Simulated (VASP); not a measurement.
# Sn: phonon dispersion with LDA

Sn:

```
Sn
1.0
     0.00000    6.46669    6.46669
     6.46669    0.00000    6.46669
     6.46669    6.46669    0.00000
Sn
16
Direct
  0.00000 0.00000 0.00000
  0.00000 0.00000 0.50000
  0.00000 0.50000 0.00000
  0.00000 0.50000 0.50000
  0.50000 0.00000 0.00000
  0.50000 0.00000 0.50000
  0.50000 0.50000 0.00000
  0.50000 0.50000 0.50000
  0.12500 0.12500 0.12500
  0.12500 0.12500 0.62500
  0.12500 0.62500 0.12500
  0.12500 0.62500 0.62500
  0.62500 0.12500 0.12500
  0.62500 0.12500 0.62500
  0.62500 0.62500 0.12500
  0.62500 0.62500 0.62500
```

This isn't the form of Sn at room conditions, which is tetragonal (white tin).

- Program: VASP 6.6.1
- Task: phonon dispersion
- Functional: LDA
- Potentials or basis: VASP PAW LDA potentials, release 64 (Sn_d)
- Cutoff: 520 eV
- k mesh: 2 × 2 × 2
- Occupations: gaussian, width 0.03 eV
- Spin: no spin polarisation
- Long-range dipole term: no
- Supercell matrix: [2, 0, 0, 0, 2, 0, 0, 0, 2]
- Further INCAR settings: LREAL = Auto; ALGO = Normal; EDIFF = 1e-07; IBRION = 6; POTIM = 0.015; NSW = 1

```
Highest phonon frequency : 183 cm⁻¹
```

Phonon frequencies in cm⁻¹ (negative: imaginary):
```tsv
q point	frequencies
(0.000, 0.000, 0.000)	0 0 0 162 162 162
(0.500, 0.000, 0.500)	46 46 147 147 182 182
(0.500, 0.214, 0.714)	63 63 141 141 183 183
(0.411, 0.339, 0.750)	48 70 137 146 183 183
(0.161, 0.161, 0.321)	28 34 72 167 173 174
(0.214, 0.214, 0.214)	21 21 62 167 170 170
(0.536, 0.429, 0.536)	36 44 127 154 183 183
(0.607, 0.250, 0.643)	46 70 137 147 183 183
(0.500, 0.250, 0.750)	64 64 141 141 183 183
(0.500, 0.500, 0.500)	33 33 128 154 183 183
(0.393, 0.393, 0.714)	44 71 132 149 183 183
(0.536, 0.071, 0.536)	46 50 146 147 182 182
```

Phonon frequencies at the corners of the path (cm⁻¹, interpolated; i marks imaginary ones):
| point | frequencies |
| --- | --- |
| Γ | 0 0 0 162 162 162 |
| X | 46 46 147 147 182 182 |
| W | 64 64 141 141 183 183 |
| K | 45 70 137 147 183 183 |
| L | 33 33 128 154 183 183 |
| U | 45 70 137 147 183 183 |

It took 5 min on 4 MPI ranks on Intel(R) Xeon(R) 6975P-C (Granite Rapids) (shared host), peak memory 0.33 GiB a rank.

Caveat: the k mesh is coarse (spacing up to 0.42 Å⁻¹), so the values aren't converged.
